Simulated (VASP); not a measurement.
Wanted: the native input for a VASP 6.6.1 run.

| Property | Result |
| --- | --- |
| Task | relaxation of cell and atoms |
| Functional | LDA |
| Potentials or basis | VASP PAW LDA potentials, release 64 (In_d, P) |
| Cutoff | 600 eV |
| k mesh | 8 × 8 × 8 |
| Occupations | gaussian, width 0.03 eV |
| Spin | no spin polarisation |
| Further INCAR settings | ALGO = Normal; EDIFF = 1e-06; IBRION = 2; EDIFFG = -0.01; NSW = 90; ISIF = 3 |

The structure of InP lies in POSCAR:

```
InP
1.0
    0.0000000000      2.9305000000      2.9305000000
    2.9305000000      0.0000000000      2.9305000000
    2.9305000000      2.9305000000      0.0000000000
In P
1 1
Direct
    0.0000000000      0.0000000000      0.0000000000
    0.2500000000      0.2500000000      0.2500000000
```

These files were run (other wordings do the same):

INCAR

```
SYSTEM = InP
  ALGO = Normal
  EDIFF = 1E-6
  EDIFFG = -0.01
  ENCUT = 600
  GGA = CA
  IBRION = 2
  ISIF = 3
  ISMEAR = 0
  LASPH = .True.
  LCHARG = .False.
  LREAL = .False.
  LWAVE = .False.
  NELM = 80
  NSW = 90
  PREC = Accurate
  SIGMA = 0.03
```

KPOINTS

```
k-points
0
Gamma
  8 8 8
  0 0 0
```

Potentials or basis: VASP PAW LDA potentials, release 64 (In_d, P).

Launch:

```bash
$ cat potpaw_LDA.64/In_d/POTCAR potpaw_LDA.64/P/POTCAR > POTCAR
$ mpirun -np 1 vasp_std > vasp.out
```

Results of the run:

| Property | Result |
| --- | --- |
| Relaxed volume | 24.75 Å³/atom |
| Relaxed cell | a = 4.121 Å, b = 4.121 Å, c = 4.121 Å, α = 60.00°, β = 60.00°, γ = 60.00° |
| Space group after relaxing (to 0.05 Å) | F-43m (No. 216) |
| Energy gained by relaxing | 1.5 meV/atom |
| Ionic steps | 3 |
| Pressure after relaxing | 0.0 GPa |
| Band gap on the k mesh | 0.60 eV, direct |

Caveat: spin-orbit coupling is left out, which moves the levels of the heavy elements.

It took 26 s on 1 thread of Intel(R) Xeon(R) 6975P-C (Granite Rapids) (shared host), peak memory 0.18 GiB.
